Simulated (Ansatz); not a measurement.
Wires are cut from relaxed bulk BN (F-43m, 5.95 Å³/atom, gap on the mesh 4.46 eV); atoms and period are relaxed, and energies count from that bulk. Caps count from half an H2 molecule.

The calculation used Ansatz 0.2.0, DFT PBE, scalar-relativistic, plane waves, PAW.

Settings: cutoff 420 eV, Γ-centred mesh 1×1×13 on the computed 10-atom cell, Gaussian smearing of 0.05 eV; no spin polarisation.

Start ([110] wire, 4 host atoms a period with H caps):

```xyz
10
Lattice="12.2000 0.0000 0.0000 0.0000 13.3000 0.0000 0.0000 0.0000 2.5630" Properties=species:S:1:pos:R:3 pbc="T T T"
B     6.7408    6.1478    0.0000
N     6.7408    5.2417    1.2815
B     5.4592    7.9602    1.2815
N     5.4592    7.0540    0.0000
H     7.7124    6.8349    0.0000
H     5.9079    4.6528    1.2815
H     7.5736    4.6528    1.2815
H     6.4309    8.6472    1.2815
H     4.4876    8.6472    1.2815
H     4.6264    6.4651    0.0000
```

Q: What does the relaxation give?

A: The free energy falls by 17 meV/atom.

```
excess energy (eV per host atom)                      : 0.228
line energy (eV/Å)                                    : 0.347
period (Å)                                            : 2.631
gap on the mesh (eV)                                  : 3.14
highest filled level or Fermi level under vacuum (eV) : 5.53
```

Relaxed structure:
```xyz
10
Lattice="12.2000 0.0000 0.0000 0.0000 13.3000 0.0000 0.0000 0.0000 2.6306" Properties=species:S:1:pos:R:3 pbc="T T T"
B     6.5353    5.9727    0.0000
N     6.1881    5.1037    1.3153
B     5.9812    8.1528    1.3153
N     5.7180    7.2533    0.0000
H     7.7251    6.1560    0.0000
H     5.2072    4.7952    1.3153
H     6.7567    4.2514    1.3153
H     7.1386    8.4981    1.3153
H     5.1807    9.0637    1.3153
H     4.7080    7.0568    0.0000
```

The gap is read on a mesh, which can miss the band edges, so it can be too wide.

Each run keeps its start's symmetry and one magnetic start, so lower states can exist.

It took 70 s on 4 threads of Arm Neoverse V1, on a shared host, peak memory 0.67 GiB.